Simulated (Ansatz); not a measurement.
## Ionic part of the dielectric constant of ZrO$_{2}$ at 18.1 GPa, mode by mode

Theory: DFT PBE, scalar-relativistic, plane waves, PAW in Ansatz 0.2.0. Settings: 420 eV plane-wave cutoff, Γ-centred 8×8×8 mesh, fixed occupations. No spin polarisation. Phonons by linear response, acoustic sum rule imposed.

The structure is cubic, space group Fm-3m (No. 225). The conventional cell has a = 5.004 Å, b = 5.004 Å, c = 5.004 Å, α = 90.00°, β = 90.00°, γ = 90.00°. Zr (site symmetry m-3m) has 8 O at 2.17 Å as nearest neighbours. O (site symmetry -43m) is surrounded by 4 Zr at 2.17 Å.

The cell is the ideal cubic fluorite prototype; this isn't the usual structure of the compound.

The primitive cell has V = 31.32 Å³ and ε∞,xx = 5.734. Each polar mode adds Δε = (4.92064×10⁷/V)·S/ν² along x, with S its oscillator strength in e²/amu, ν in cm⁻¹ and V in Å³.

Task: From these modes, find each Δε and ε0,xx.
| ν (cm⁻¹) | S_xx (e²/amu) |
| --- | --- |
| 292.7 | 1.401 |

Result:
```tsv
ν (cm⁻¹)	Δε
292.7	25.68
```

The sum is 25.683, so ε0,xx = 31.42; the run's tensor has 31.42.

Task: Where do the longitudinal modes lie for a wave vector along x?

Result: At 685 cm⁻¹. The Lyddane–Sachs–Teller product Π(ν_LO/ν_TO)² = 5.48 matches ε0/ε∞ = 5.48.

Cost: 1 run of about 0.69 core-minutes, on Arm Neoverse N1 (shared hosts).

Lattice polarisation dominates the static response: the single polar mode contributes 25.68, against an electronic part of 5.734. In fluorite this is the triply degenerate motion of the Zr sublattice against the O sublattice, so the response is isotropic. Its weight comes from a fairly low transverse frequency, which enters as an inverse square, combined with a large oscillator strength. For these masses, that strength implies Born charges well above the formal ionic values, as expected when O 2p–Zr 4d hybridisation changes during the displacement and drives charge along the bonds.

The same dynamical charges produce the wide separation between 292.7 and 685 cm⁻¹: the longitudinal motion sets up a macroscopic field that adds to the restoring force and is screened only by the electrons. The Lyddane–Sachs–Teller agreement confirms internal consistency, not the accuracy of either dielectric constant. The real polar frequency argues against a ferroelectric instability at this volume, but doesn't exclude the zone-boundary oxygen displacement that takes cubic zirconia to its tetragonal form.
